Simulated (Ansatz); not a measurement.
Br:

```xyz
4
Lattice="3.3632 -2.3226 0.0000 3.3632 2.3226 0.0000 0.0000 0.0000 8.7023" Properties=species:S:1:pos:R:3 pbc="T T T"
Br    3.3632    0.6266    3.3948
Br    3.3632    1.6959    7.7459
Br    3.3632   -0.6266    5.3075
Br    3.3632   -1.6959    0.9564
```

Base run:

| Quantity | Value |
| --- | --- |
| Program | Ansatz 0.2.0 |
| Functional | BLYP |
| Potentials or basis | Ansatz PAW |
| Cutoff | 420 eV (not typed: the program's choice for these potentials) |
| k mesh | 7 × 7 × 3 |
| Occupations | fermi-dirac, width 0.05 eV |
| Spin | no spin polarisation |

Its results: band gap on the k mesh 1.88 eV, indirect (least direct gap 1.90 eV); pressure 3.7 GPa; largest force 1.266 eV/Å.

**Question.** The run is repeated on the same cell with these changes: functional from BLYP to RPBE. What comes out?

**Answer.** Band gap on the k mesh 1.98 eV, indirect (least direct gap 2.00 eV); pressure 3.5 GPa; largest force 0.851 eV/Å.

Caveats: the PAW data sets come from PBE, with cores solved anew for the run's functional, which leaves a small shift of forces and pressure; the k mesh misses the band edges, so the gap on the mesh is wider than the one along the path (some runs); forces of over 1 eV/Å show positions far from the minimum, so gaps and moduli don't describe the material at rest (some runs).
